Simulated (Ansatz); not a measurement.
Wanted: the native input for an Ansatz 0.2.0 run.

```yaml
Task: relaxation of cell and atoms
Functional: PBE
Potentials_or_basis: all-electron LAPW, scalar-relativistic
Basis_error_allowed: 0.001 eV/atom
k_mesh: 10 × 10 × 10
Occupations: fermi-dirac, width 0.05 eV
Spin: no spin polarisation
Target_pressure: 2 GPa
```

Crystal: GaSb.

```xyz
2
Lattice="-1.5559 2.6750 2.8933 1.5559 -2.6750 2.8933 1.5559 2.6750 -2.8933" Properties=species:S:1:pos:R:3 pbc="T T T"
Sb    0.0000    0.0000    2.8933
Ga    0.0000    0.0000    0.0000
```

Measurements of this composition are mostly on another form, of space group No. 216.

One way to write it, as run:

input.yaml

```yaml
crystal:
  lattice:
    - [-1.555901, 2.675003, 2.893313]
    - [1.555901, -2.675003, 2.893313]
    - [1.555901, 2.675003, -2.893313]
  atoms:
    - { symbol: Sb, position: [0.5, 0.5, 0.0] }
    - { symbol: Ga, position: [0.0, 0.0, 0.0] }
kpoints:
  mp_grid: { grid: [10, 10, 10] }
scf:
  occupations: { method: fermi_dirac, width: 0.05 }
hamiltonian:
  xc: pbe
  pseudopotentials: { kind: all_electron, lapw: { basis_error: 0.001 } }
output:
  forces: true
  stress: true
relax:
  f_tol: 0.005
  max_steps: 60
  cell: { p_target: 2.0 }
```

Potentials or basis: all-electron LAPW, scalar-relativistic.

The run is started by

```sh
$ ansatz run input.yaml --threads 1 --pin off --max-ram 3072MiB --backend cpu --events-out ev --progress --plain --runs-dir out
```

Results of the run:

```
Relaxed volume                                         : 23.14 Å³/atom
Relaxed cell                                           : a = 4.140 Å, b = 4.140 Å, c = 4.140 Å, α = 134.73°, β = 103.64°, γ = 93.46°
Space group after relaxing (to 0.05 Å)                 : Immm (No. 71)
Energy change on relaxing (the enthalpy is what falls) : +3.1 meV/atom
Ionic steps                                            : 7
Pressure after relaxing                                : 2.0 GPa
```

It took 2.4 min on 1 thread of Arm Neoverse V2, with other jobs on the host, peak memory 0.67 GiB.
